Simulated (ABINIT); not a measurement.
# GaAs (F-43m) in ABINIT: reference runs

How does GaAs come out in PBE? The cell is run as given and disturbed.

All numbers are computed with ABINIT 10.8.3 (patched build); they aren't measurements. Logs are shortened: lines on timing, memory, paths and dates and some standing lists are left out, and cuts for length are marked. The log counts tension as positive stress, the text compression.

**Measured values to compare with.**

“Evidence of valence band perturbations in GaAsN/GaAs(001): A combined variable-angle spectroscopic ellipsometry and modulated photoreflectance investigation”, 2008, arxiv:0805.2212 reports, for a bulk crystal of GaAs at 300 K: band gap 1.418 ± 0.005 eV (direct).

The results are compared with them further down.

## Step 1: The structure

The structure is cubic, space group F-43m (No. 216). The conventional cell has a = 5.654 Å, b = 5.654 Å, c = 5.654 Å, α = 90.00°, β = 90.00°, γ = 90.00°. Around As (site symmetry -43m) lie 4 Ga at 2.45 Å. Around Ga (site symmetry -43m) lie 4 As at 2.45 Å.

## Step 2: Single point, PBE

File run.abi:

```
# Pseudopotentials
pp_dirpath "./"
pseudos "As.GGA_PBE-JTH.xml, Ga.GGA_PBE-JTH.xml"

# Structure
acell 3*1.0
rprim
     0.0000000000     5.3419722954     5.3419722954
     5.3419722954     0.0000000000     5.3419722954
     5.3419722954     5.3419722954     0.0000000000
ntypat 2
znucl 33 31
natom 2
typat 1 2
xred
     0.7500000000     0.7500000000     0.7500000000
     0.0000000000     0.0000000000     0.0000000000

# Plane-wave basis
ecut 17.0
pawecutdg 34.0

# k points
kptopt 1
ngkpt 8 8 8
nshiftk 1
shiftk 0.0 0.0 0.0

# Exchange and correlation
ixc 11

# Bands and occupations
nband 18
occopt 3
tsmear 0.05 eV

# SCF cycle
nstep 100
tolvrs 1.0e-9

# Output
iomode 3
prtwf 0
prtden 0
prteig 0
prtebands 0
enunit 2
```

Potentials or basis: JTH PAW PBE v2.0.

The run is started by

```
> abinit run.abi > log 2>&1
```

run.abo:

```text
.Version 10.8.3 of ABINIT
 Symmetries : space group F-4 3 m (#216); Bravais cF (face-center cubic)
================================================================================
 Values of the parameters that define the memory need of the present run
     intxc =       0    ionmov =       0      iscf =      17    lmnmax =      18
     lnmax =       6     mgfft =      30  mpssoang =       3    mqgrid =    3001
     natom =       2  nloc_mem =       2    nspden =       1   nspinor =       1
    nsppol =       1      nsym =      24    n1xccc =       1    ntypat =       2
    occopt =       3   xclevel =       2
       mpw =        1036          nfft =       27000          nkpt =          29
 PAW method is used; the additional fine FFT grid is defined by:
   mgfftf=        40    nfftf =     64000
================================================================================
================================================================================

--------------------------------------------------------------------------------
------------- Echo of variables that govern the present computation ------------
--------------------------------------------------------------------------------
 -outvars: echo values of preprocessed input variables --------
            acell      1.0000000000E+00  1.0000000000E+00  1.0000000000E+00 Bohr
              amu      7.49215900E+01  6.97230000E+01
             ecut      1.70000000E+01 Hartree
           enunit           2
              ixc          11
         kptrlatt        8    0    0      0    8    0      0    0    8
          kptrlen      6.04375174E+01
            natom           2
            nband          18
            ngfft          30      30      30
          ngfftdg          40      40      40
             nkpt          29
            nstep         100
             nsym          24
           ntypat           2
           occopt           3
        pawecutdg      3.40000000E+01 Hartree
         pawxcdev           0
           prtden           0
        prtebands           0
           prteig           0
            prtwf           0
            rprim      0.0000000000E+00  5.3419722954E+00  5.3419722954E+00
                       5.3419722954E+00  0.0000000000E+00  5.3419722954E+00
                       5.3419722954E+00  5.3419722954E+00  0.0000000000E+00
          spgroup         216
           tolvrs      1.00000000E-09
           tsmear      1.83746611E-03 Hartree
            typat      1  2
           useylm           1
           xangst      4.2402749971E+00  4.2402749971E+00  4.2402749971E+00
                       0.0000000000E+00  0.0000000000E+00  0.0000000000E+00
            xcart      8.0129584431E+00  8.0129584431E+00  8.0129584431E+00
                       0.0000000000E+00  0.0000000000E+00  0.0000000000E+00
             xred      7.5000000000E-01  7.5000000000E-01  7.5000000000E-01
                       0.0000000000E+00  0.0000000000E+00  0.0000000000E+00
            znucl       33.00000   31.00000

[... 142 lines left out ...]
    2     -0.00000000000000    -0.00000000000000     0.00000000000000
 frms,max,avg= 7.7550175E-29 1.2149777E-28   0.000E+00  0.000E+00  0.000E+00 e/A
 length scales=  1.000000000000  1.000000000000  1.000000000000 bohr
              =  0.529177210544  0.529177210544  0.529177210544 angstroms
 Fermi (or HOMO) energy (hartree) =   0.17230   Average Vxc (hartree)=  -0.33246
 Eigenvalues (hartree) for nkpt=  29  k points:
 kpt#   1, nband= 18, wtk=  0.00195, kpt=  0.0000  0.0000  0.0000 (reduced coord)
  -1.12952   -1.12952   -1.12952   -1.12923   -1.12923   -0.38172   -0.38172   -0.38172
  -0.37889   -0.37889   -0.30586    0.16187    0.16187    0.16187    0.18058    0.29921
   0.29921    0.29921
      occupation numbers for kpt#   1
   2.00000    2.00000    2.00000    2.00000    2.00000    2.00000    2.00000    2.00000
   2.00000    2.00000    2.00000    1.99317    1.99317    1.99317    0.02178    0.00000
   0.00000    0.00000
 prteigrs : prtvol=0 or 1, do not print more k-points.

 Fermi (or HOMO) energy (eV) =   4.68841   Average Vxc (eV)=  -9.04674
 Eigenvalues (   eV  ) for nkpt=  29  k points:
 kpt#   1, nband= 18, wtk=  0.00195, kpt=  0.0000  0.0000  0.0000 (reduced coord)
 -30.73579  -30.73579  -30.73579  -30.72781  -30.72781  -10.38715  -10.38715  -10.38715
 -10.31018  -10.31018   -8.32298    4.40460    4.40460    4.40460    4.91385    8.14203
   8.14203    8.14203
 prteigrs : prtvol=0 or 1, do not print more k-points.

--- !EnergyTerms
iteration_state     : {dtset: 1, }
comment             : Components of total free energy in Hartree
kinetic             :  8.86916811636812E+00
hartree             :  6.17596456668294E+01
xc                  : -3.76381400643598E+00
Ewald energy        : -9.91764168889747E+01
psp_core            :  4.32126658272022E+00
local_psp           : -1.63069828450473E+02
PAW spherical_terms : -1.91165952305811E+00
internal            : -1.92971638503024E+02
'-kT*entropy'       : -9.76411152876877E-07
total_energy        : -1.92971639479435E+02
total_energy_eV     : -5.25102581639511E+03
...

--- !EnergyTermsDC
iteration_state     : {dtset: 1, }
comment             : '"Double-counting" decomposition of free energy'
band_energy         : -1.53587711560129E+01
Ewald energy        : -9.91764168889747E+01
psp_core            :  4.32126658272022E+00
xc_dc               : -6.07049751851465E+01
PAW spherical_terms : -2.20527405071604E+01
internal            : -1.92971637154574E+02
'-kT*entropy'       : -9.76411152876877E-07
total_energy_dc     : -1.92971638130985E+02
total_energy_dc_eV  : -5.25102577970192E+03
...

--- !EnergyTermsWithPAWCore
iteration_state     : {dtset: 1, }
comment             : 'Components of total free energy, including PAW core contributions'
Total energy        : -4.20504611706863E+03
Total energy DC     : -4.20504611572018E+03
Total energy (eV)   : -1.14425134073717E+05
Total energy DC (eV): -1.14425134037024E+05
...

 Cartesian components of stress tensor (hartree/bohr^3)
  sigma(1 1)= -1.09227630E-04  sigma(3 2)=  0.00000000E+00
  sigma(2 2)= -1.09227630E-04  sigma(3 1)=  0.00000000E+00
  sigma(3 3)= -1.09227630E-04  sigma(2 1)=  0.00000000E+00

-Cartesian components of stress tensor (GPa)         [Pressure=  3.2136E+00 GPa]
- sigma(1 1)= -3.21358783E+00  sigma(3 2)=  0.00000000E+00
- sigma(2 2)= -3.21358783E+00  sigma(3 1)=  0.00000000E+00
- sigma(3 3)= -3.21358783E+00  sigma(2 1)=  0.00000000E+00

== END DATASET(S) ==============================================================
================================================================================

 -outvars: echo values of variables after computation  --------
            acell      1.0000000000E+00  1.0000000000E+00  1.0000000000E+00 Bohr
           etotal     -1.9297163813E+02
            fcart      7.8758517052E-31  7.8758517052E-31 -2.3627555116E-30
                      -7.8758517052E-31 -7.8758517052E-31  2.3627555116E-30
            rprim      0.0000000000E+00  5.3419722954E+00  5.3419722954E+00
                       5.3419722954E+00  0.0000000000E+00  5.3419722954E+00
                       5.3419722954E+00  5.3419722954E+00  0.0000000000E+00
           strten     -1.0922763011E-04 -1.0922763011E-04 -1.0922763011E-04
                       0.0000000000E+00  0.0000000000E+00  0.0000000000E+00
           xangst      4.2402749971E+00  4.2402749971E+00  4.2402749971E+00
                       0.0000000000E+00  0.0000000000E+00  0.0000000000E+00
             xred      7.5000000000E-01  7.5000000000E-01  7.5000000000E-01
                       0.0000000000E+00  0.0000000000E+00  0.0000000000E+00
 Calculation completed.
```

Wall time 22 s (1 thread of Arm Neoverse V1, shared host); peak memory 0.1 GiB.

Results:

| Property | Result |
| --- | --- |
| Free energy | -5251.0258 eV |
| Pressure | 3.2 GPa |
| Band gap on the k mesh | 0.51 eV, direct |
| Valence electrons inside the program's atomic spheres | As 12.73; Ga 11.08 |

Levels at points of the mesh, in eV from the valence-band top:
| k point | band 10 | band 11 | band 12 | band 13 | band 14 | band 15 | band 16 | band 17 | band 18 |
| --- | --- | --- | --- | --- | --- | --- | --- | --- | --- |
| (0.00, 0.00, 0.00) | -14.71 | -12.73 | 0.00 | 0.00 | 0.00 | 0.51 | 3.74 | 3.74 | 3.74 |
| (0.50, 0.00, 0.00) | -14.71 | -10.96 | -6.63 | -1.14 | -1.14 | 1.00 | 4.64 | 4.64 | 7.75 |
| (0.50, 0.50, 0.00) | -14.70 | -10.23 | -6.81 | -2.68 | -2.68 | 1.47 | 1.66 | 10.17 | 10.17 |

(Part 1 of 2 ends here.)
